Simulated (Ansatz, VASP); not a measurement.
ZnSe (Stilleite): VASP beside Ansatz

```
CELL_PARAMETERS angstrom
4.00760 0.00000 0.00000
2.00380 3.47068 0.00000
2.00380 1.15689 3.27219
ATOMIC_POSITIONS crystal
Zn 0.00000 0.00000 0.00000
Se 0.25000 0.25000 0.25000
```

Alike in both runs: task single point; functional LDA; k mesh 6 × 6 × 6; no spin polarisation.

|  | VASP | Ansatz |
| --- | --- | --- |
| version | VASP 6.6.1 | Ansatz 0.2.0 |
| potentials or method | VASP PAW LDA potentials, release 64 (Zn, Se) | plane waves, PAW |
| plane-wave cutoff (eV) | 520 | 420 |
| occupations | gaussian, width 0.01 eV | fixed |
| valence electrons in the cell | 18 | 28 |

|  | VASP | Ansatz | Ansatz less VASP |
| --- | --- | --- | --- |
| gap on the k mesh at the Fermi level (eV) | 1.07 | 1.03 | -0.037 |
| pressure (GPa) | -3.1 | -3.4 | -0.30 |

The two sets of potentials don't hold the same shells in valence.

A hybrid or GW would open this gap; LDA tends to underestimate it.
